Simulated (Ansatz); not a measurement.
Crystal: As.

```
As
1.0
     1.88080    1.08588    3.51406
    -1.88080    1.08588    3.51406
     0.00000   -2.17176    3.51406
As
2
Direct
  0.22600 0.22600 0.22600
  0.77400 0.77400 0.77400
```

Base run:

| Quantity | Value |
| --- | --- |
| Program | Ansatz 0.2.0 |
| Functional | PBE |
| Potentials or basis | Ansatz PAW |
| Cutoff | 420 eV |
| Density cutoff | 1680 eV |
| k mesh | 9 × 9 × 9 |
| Occupations | fermi-dirac, width 0.05 eV |
| Spin | no spin polarisation |

Its results: band gap on the k mesh none (metal or under the smearing width); pressure 3.7 GPa; largest force 0.429 eV/Å.

Task: The run is repeated on the same cell with these changes: functional from PBE to LDA. What comes out?

Result: Band gap on the k mesh none (metal or under the smearing width); pressure -1.4 GPa; largest force 0.261 eV/Å.

LDA binds more tightly than PBE, so the same cell stands under less pressure.

Caveats: the PAW data sets come from PBE, with cores solved anew for the run's functional, which leaves a small shift of forces and pressure (some runs).

Not every run made on this cell is shown here.
